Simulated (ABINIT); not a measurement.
Set up this calculation in ABINIT 10.8.3 (patched build), as the native input.

* Task: single point
* Functional: PBEsol
* Potentials or basis: PseudoDojo NC SR PBEsol v0.4.1 standard
* Cutoff: 762 eV
* k mesh: 7 × 7 × 7
* Occupations: fermi-dirac, width 0.05 eV
* Spin: no spin polarisation

The system is Pb.

```
CELL_PARAMETERS angstrom
0.00000 3.43900 3.43900
3.43900 0.00000 3.43900
3.43900 3.43900 0.00000
ATOMIC_POSITIONS crystal
Pb 0.25000 0.25000 0.25000
Pb 0.00000 0.00000 0.00000
```

This isn't the form of Pb at room conditions, which is fcc.

One way to write it, as run:

run.abi

```
pp_dirpath "./"
pseudos "Pb.upf"

acell 3*1.0 Angstrom
rprim
     0.0000000000     3.4390000555     3.4390000555
     3.4390000555     0.0000000000     3.4390000555
     3.4390000555     3.4390000555     0.0000000000
ntypat 1
znucl 82
natom 2
typat 1 1
xred
     0.2500000000     0.2500000000     0.2500000000
     0.0000000000     0.0000000000     0.0000000000

ecut 28.0

kptopt 1
ngkpt 7 7 7
nshiftk 1
shiftk 0.0 0.0 0.0

ixc -116133

nband 18
occopt 3
tsmear 0.05 eV

nstep 100
tolvrs 1.0e-10

iomode 3
prtwf 0
prtden 0
prteig 0
prtebands 0
enunit 1
```

Potentials or basis: PseudoDojo NC SR PBEsol v0.4.1 standard.

Launch:

```sh
$ abinit run.abi > log 2>&1
```

Results of the run:

The pressure is 0.5 GPa. The band gap on the k mesh is none (metal or under the smearing width) and the valence electrons inside the program's atomic spheres are Pb 10.06, 10.01 (radii [1.0584] Å).

It took 35 s on 1 thread of Arm Neoverse V2, with other jobs on the host, peak memory 0.1 GiB.
